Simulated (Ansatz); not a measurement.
## Fe under changes of volume

One of the cells (12.212 Å³/atom); the others are scaled copies at fixed shape and fractional positions:

```
Fe
1.0
     0.00000    1.82778    1.82778
     1.82778    0.00000    1.82778
     1.82778    1.82778    0.00000
Fe
1
Direct
  0.00000 0.00000 0.00000
```

This isn't the form of Fe at room conditions, which is bcc.

```yaml
Program: Ansatz 0.2.0
Functional: PBE
Potentials_or_basis: all-electron LAPW, scalar-relativistic
Cutoff: 302 eV (chosen from the basis error)
Basis_error_allowed: 0.0005 eV/atom
k_mesh: 12 × 12 × 12
Occupations: fermi-dirac, width 0.05 eV
Spin: collinear spin, ferromagnetic start
Starting_moments: "[3.0] μB"
```

| volume (Å³/atom) | energy over the lowest point (meV/atom) | pressure (GPa) | moment (μB per cell) |
| --- | --- | --- | --- |
| 11.480 | 10.71 | 6.4 | 2.43 |
| 11.724 | 2.40 | 3.2 | 2.50 |
| 11.968 | 0.00 | 0.1 | 2.55 |
| 12.212 | 1.46 | -2.2 | 2.61 |
| 12.457 | ? | ? | ? |
| 12.701 | 14.40 | -7.1 | 2.69 |
| 12.945 | 27.08 | -9.6 | 2.70 |

Question: What does the run at 12.457 Å³/atom give?

Answer: Energy over the lowest point 5.92 meV/atom; pressure -4.5 GPa; moment 2.66 μB per cell.

Worked out: A Birch-Murnaghan fit of order 3 (a polynomial in V^(-2/3)) to the other rows has its minimum at 12.02 Å³/atom with B0 = V·E''(V) = 134 GPa and B' = 3.1. It gives 6.18 meV/atom at 12.457 Å³/atom, against the run's 5.92, and -dE/dV = -4.6 GPa, against -4.5. A parabola through the other rows of the moment, of slope 0.151 μB per Å³/atom there, gives 2.65 μB, against the run's 2.66.

Energies are extrapolated to zero smearing.
